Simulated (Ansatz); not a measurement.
Runs of Ansatz 0.2.0 on Ge. The structure is orthorhombic, space group Cmmm (No. 65). Conventional cell: a = 2.794 Å, b = 5.201 Å, c = 2.698 Å, α = 90.00°, β = 90.00°, γ = 90.00°. Ge (site symmetry mmm) is surrounded by 8 Ge at 2.70 to 2.95 Å. This isn't the form of Ge at room conditions, which is diamond.

```tsv
task	level	spin	cell	k mesh	smearing	points for each segment of the path	gap on the mesh (eV)	pressure (GPa)	relaxed volume (Å³/atom)
band structure	PBEsol	SOC, no magnetisation	as given	8 × 8 × 7	fermi-dirac 0.05 eV	14	none	-4.1	-
single point	PBE	off	as given	11 × 11 × 10	gaussian 0.013 eV	-	none	-0.7	-
relaxation of cell and atoms	RPBE	off	relaxed	11 × 11 × 10	fermi-dirac 0.05 eV	-	none	0.0	19.89
single point	PBE	off	as given	11 × 11 × 10	gaussian 0.015 eV	-	none	-0.7	-
relaxation of cell and atoms	BLYP	off	relaxed	11 × 11 × 10	fermi-dirac 0.05 eV	-	none	0.0	21.45
band structure	revPBE	off	as given	11 × 11 × 10	fermi-dirac 0.05 eV	14	none	(a)	-
single point	PBE	off	as given	11 × 11 × 10	gaussian 0.017 eV	-	none	-0.7	-
single point	PBE	off	as given	11 × 11 × 10	gaussian 0.023 eV	-	none	(b)	-
```

Alike in all rows: potentials or basis Ansatz PAW; cutoff (eV) 420.

Task: Estimate the missing entries.

Result: (a) 0.6; (b) -0.6.

Caveats: the PAW data sets come from PBE, with cores solved anew for the run's functional, which leaves a small shift of forces and pressure (some runs); the plane-wave basis is chosen anew once the cell has moved, so the energies of steps on either side of that aren't comparable (some runs).

A k mesh can miss the band edges, and rows without SOC leave out spin-orbit coupling on Ge.

A gap of «none» marks a metal or a gap under the smearing width.
